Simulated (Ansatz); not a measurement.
BP:

```
CELL_PARAMETERS angstrom
0.00000 2.26900 2.26900
2.26900 0.00000 2.26900
2.26900 2.26900 0.00000
ATOMIC_POSITIONS crystal
P 0.75000 0.75000 0.75000
B 0.00000 0.00000 0.00000
```

```yaml
Program: Ansatz 0.2.0
Task: relaxation of cell and atoms
Functional: revPBE
Potentials_or_basis: all-electron LAPW, scalar-relativistic
Basis_error_allowed: 0.001 eV/atom
k_mesh: 10 × 10 × 10
Occupations: fermi-dirac, width 0.05 eV
Spin: no spin polarisation
```

At the start: volume 11.68 Å³/atom.

Question: How do energy, volume and symmetry change on relaxing?

Answer: Over 4 steps the energy falls by 2.3 meV/atom and the volume is 11.91 Å³/atom (+2.0 %); space group F-43m (No. 216, to 0.05 Å).

Step by step:
| step | energy change (eV) | largest force (eV/Å) | volume (Å³) |
| --- | --- | --- | --- |
| 1 | 0.0000 | 0.0000 | 23.36 |
| 2 | -0.0037 | 0.0000 | 23.62 |
| 3 | -0.0046 | 0.0000 | 23.83 |
| 4 | -0.0046 | 0.0000 | 23.83 |

Final structure:
```
CELL_PARAMETERS angstrom
0.00000 2.28387 2.28387
2.28387 0.00000 2.28387
2.28387 2.28387 0.00000
ATOMIC_POSITIONS crystal
P 0.75000 0.75000 0.75000
B 0.00000 0.00000 0.00000
```
